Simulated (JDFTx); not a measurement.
# Ge (Fd-3m) in JDFTx: further runs, part 2 of 2

JDFTx 1.7.0 (patched build).

## Step 3: Single point, PBE0 (exact-exchange share 0.2)

Ge.in reads:

```
lattice \
    0.0000000000     5.3458651312     5.3458651312 \
    5.3458651312     0.0000000000     5.3458651312 \
    5.3458651312     5.3458651312     0.0000000000
coords-type Cartesian
ion Ge     8.0187976968     8.0187976968     8.0187976968 1
ion Ge     5.3458651312     5.3458651312     5.3458651312 1

ion-species pseudo/Ge.upf
elec-cutoff 39 312
elec-ex-corr hyb-PBE0
exchange-parameters 0.2
kpoint-folding 2 2 2
elec-smearing Fermi 0.0018374661
elec-n-bands 21
electronic-SCF nIterations 100 energyDiffThreshold 1e-07
electronic-minimize nIterations 30 energyDiffThreshold 1e-7
converge-empty-states yes
forces-output-coords Cartesian

dump-name run.$VAR
dump End Ecomponents EigStats BandEigs Kpoints Forces Stress
```

Potentials or basis: PseudoDojo-SR-PBE-0.5-standard with smoothed tails.

On the command line:

```
jdftx -c 1 -i Ge.in -o Ge.out
```

Output:

```text
*************** JDFTx 1.7.0 (patched build) ***************

Input parsed successfully to the following command list (including defaults):
[... the input with its defaults ...]

---------- Setting up symmetries ----------

Found 48 point-group symmetries of the bravais lattice
Found 48 space-group symmetries with basis
Applied RMS atom displacement 1.77898e-16 bohrs to make symmetries exact.

---------- Initializing the Grid ----------
R =
[            0      5.34587      5.34587  ]
[      5.34587            0      5.34587  ]
[      5.34587      5.34587            0  ]
unit cell volume = 305.551
G =
[  -0.587668   0.587668   0.587668  ]
[   0.587668  -0.587668   0.587668  ]
[   0.587668   0.587668  -0.587668  ]
Minimum fftbox size, Smin = [  64  64  64  ]
Chosen fftbox size, S = [  64  64  64  ]

---------- Initializing tighter grid for wavefunction operations ----------
R =
[            0      5.34587      5.34587  ]
[      5.34587            0      5.34587  ]
[      5.34587      5.34587            0  ]
unit cell volume = 305.551
G =
[  -0.587668   0.587668   0.587668  ]
[   0.587668  -0.587668   0.587668  ]
[   0.587668   0.587668  -0.587668  ]
Minimum fftbox size, Smin = [  44  44  44  ]
Chosen fftbox size, S = [  48  48  48  ]

---------- Exchange Correlation functional ----------
Initalized PBE GGA exchange.
Initalized PBE GGA correlation.
Will include 0.2 x exact exchange.

---------- Setting up pseudopotentials ----------
Width of ionic core gaussian charges (only for fluid interactions / plotting) set to 0

Reading pseudopotential file 'pseudo/Ge.upf':
  'Ge' pseudopotential, 'PBE' functional
  Generated using ONCVPSP code by D. R. Hamann
  14 valence electrons, 3 orbitals, 6 projectors, 1001 radial grid points, with lMax = 2
    3D    l: 2   occupation: 10.0   eigenvalue: -1.077154
    4S    l: 0   occupation:  2.0   eigenvalue: -0.431124
    4P    l: 1   occupation:  2.0   eigenvalue: -0.143154
  Core radius for overlap checks: 1.83 bohrs.

Initialized 1 species with 2 total atoms.

Folded 1 k-points by 2x2x2 to 8 k-points.

---------- Setting up k-points, bands, fillings ----------
Reduced to 3 k-points under symmetry.
Computing the number of bands and number of electrons
Calculating initial fillings.
nElectrons:  28.000000   nBands: 21   nStates: 3

[... 46 lines left out ...]
LCAOMinimize: Iter:   2  F: -163.2808602343575330  |grad|_K:  5.262e-07  alpha:  9.725e-01  linmin: -5.211e-03  cgtest:  1.513e-01
LCAOMinimize: Encountered beta<0, resetting CG.
	FillingsUpdate:  mu: +0.364368194  nElectrons: 28.000000
LCAOMinimize: Iter:   3  F: -163.2808602345387499  |grad|_K:  2.766e-08  alpha:  9.807e-01  linmin: -5.804e-03  cgtest:  9.686e-02
LCAOMinimize: Encountered beta<0, resetting CG.
LCAOMinimize: Converged (|Delta F|<1.000000e-06 for 2 iters).

-------- Electronic minimization -----------
Will mix electronic density at each iteration.
Constructing ACE exchange operator ... done.

	FillingsUpdate:  mu: +0.364368194  nElectrons: 28.000000
	FillingsUpdate:  mu: +0.345496203  nElectrons: 28.000000
SCF: Cycle:  0   F: -158.082027128621576   dF: -6.310e-02   |Residual|: 1.206e-01   |deigs|: 1.602e-01
	FillingsUpdate:  mu: +0.346981244  nElectrons: 28.000000
SCF: Cycle:  1   F: -158.081495869698728   dF: +5.313e-04   |Residual|: 4.821e-02   |deigs|: 1.154e-02
	FillingsUpdate:  mu: +0.349687199  nElectrons: 28.000000
SCF: Cycle:  2   F: -158.080063927266735   dF: +1.432e-03   |Residual|: 1.077e-02   |deigs|: 5.443e-03
	FillingsUpdate:  mu: +0.352329810  nElectrons: 28.000000
SCF: Cycle:  3   F: -158.080776505430151   dF: -7.126e-04   |Residual|: 5.898e-03   |deigs|: 4.671e-03
	FillingsUpdate:  mu: +0.352234461  nElectrons: 28.000000
SCF: Cycle:  4   F: -158.080567073237404   dF: +2.094e-04   |Residual|: 1.114e-03   |deigs|: 1.292e-03
	FillingsUpdate:  mu: +0.352502890  nElectrons: 28.000000
SCF: Cycle:  5   F: -158.080570376039987   dF: -3.303e-06   |Residual|: 4.090e-04   |deigs|: 4.512e-04
	FillingsUpdate:  mu: +0.352571347  nElectrons: 28.000000
SCF: Cycle:  6   F: -158.080567394096192   dF: +2.982e-06   |Residual|: 2.274e-04   |deigs|: 1.387e-04
[... 195 lines left out ...]
	FillingsUpdate:  mu: +0.356437295  nElectrons: 28.000000
SCF: Cycle:  0   F: -158.084177558664010   dF: -1.083e-07   |Residual|: 2.986e-07   |deigs|: 2.979e-07
	FillingsUpdate:  mu: +0.356437259  nElectrons: 28.000000
SCF: Cycle:  1   F: -158.084177539238169   dF: +1.943e-08   |Residual|: 6.694e-08   |deigs|: 1.129e-07
	FillingsUpdate:  mu: +0.356437265  nElectrons: 28.000000
SCF: Cycle:  2   F: -158.084177535998094   dF: +3.240e-09   |Residual|: 8.271e-08   |deigs|: 9.637e-09
SCF: Converged (|Residual|<1.000000e-07 for 2 iters).

	FillingsUpdate:  mu: +0.356437265  nElectrons: 28.000000
VxxLoop: Iter:  9   F: -158.084177535998094   dF: -8.562e-08
Setting wave functions to eigenvectors of Hamiltonian
Converging empty states (this may take a while): |deigs|: 3.131e-07
Computing exact exchange ... done.

# Stress tensor in Cartesian coordinates [Eh/a0^3]:
[ -0.000139194            0            0  ]
[            0 -0.000139194            0  ]
[            0            0 -0.000139194  ]

# Ionic positions in cartesian coordinates:
ion Ge   8.018797696800000   8.018797696800000   8.018797696800000 1
ion Ge   5.345865131199999   5.345865131200000   5.345865131200000 1

# Forces in Cartesian coordinates:
force Ge   0.000000000000000   0.000000000000000  -0.000000000000000 1
force Ge   0.000000000000000  -0.000000000000000   0.000000000000000 1

# Energy components:
   Eewald =      -98.7503791004548077
       EH =       55.1148814909891911
     Eloc =     -131.0870412248829950
      Enl =      -92.8661446221674396
      Exc =      -35.2788312963375148
 Exc_core =       15.2078841854510038
      EXX =       -3.0146489057998371
       KE =      132.5901019432623684
-------------------------------------
     Etot =     -158.0841775299400069
       TS =        0.0000000060580983
-------------------------------------
        F =     -158.0841775359980943

IonicMinimize: Iter:   0  F: -158.084177535998094  |grad|_K:  2.859e-36
IonicMinimize: Converged (|grad|_K<1.000000e-04).

#--- Lowdin population analysis ---
# oxidation-state Ge +0.029 +0.029

Dumping 'run.eigStats' ...
	eMin: -0.592413 at state 2 ( [ +0.000000 +0.500000 +0.500000 ] spin 0 )
	HOMO: +0.327292 at state 0 ( [ +0.000000 +0.000000 +0.000000 ] spin 0 )
	mu  : +0.356437
	LUMO: +0.384846 at state 0 ( [ +0.000000 +0.000000 +0.000000 ] spin 0 )
	eMax: +0.866947 at state 2 ( [ +0.000000 +0.500000 +0.500000 ] spin 0 )
	HOMO-LUMO gap: +0.057553
	Optical gap  : +0.057553 at state 0 ( [ +0.000000 +0.000000 +0.000000 ] spin 0 )
Done!
[note: mu as printed may lie anywhere between the filled and the empty levels]
```

Wall time 18 min (1 thread of Arm Neoverse V1, shared host); peak memory 0.22 GiB.

These settings aren't checked as converged: the numbers below hold their error.

What came out:

```yaml
Free_energy: -4301.6896 eV
Pressure: 4.1 GPa
Band_gap_on_the_k_mesh: 1.57 eV, direct
```

Caveat: the k mesh is coarse (spacing up to 0.96 Å⁻¹), so the values aren't converged, least of all with exact exchange; the hybrid runs on potentials with a model core; the potentials were made for another functional, which shifts forces and pressure.

## Step 4: Single point, PBE0 (exact-exchange share 0.25)

Edit Ge.in of step 3 so:

```diff
@@ -11,3 +11,3 @@
 elec-ex-corr hyb-PBE0
-exchange-parameters 0.2
+exchange-parameters 0.25
 kpoint-folding 2 2 2
```

On the command line:

```
jdftx -c 1 -i Ge.in -o Ge.out
```

It took 21 min on 1 thread of Arm Neoverse V1, shared host; peak memory 0.22 GiB.

These settings aren't checked as converged: the numbers below hold their error.

Results:

```
Free energy            : -4290.6513 eV
Pressure               : 2.8 GPa
Band gap on the k mesh : 1.95 eV, direct
```

Caveat: the k mesh is coarse (spacing up to 0.96 Å⁻¹), so the values aren't converged, least of all with exact exchange; the hybrid runs on potentials with a model core; the potentials were made for another functional, which shifts forces and pressure.
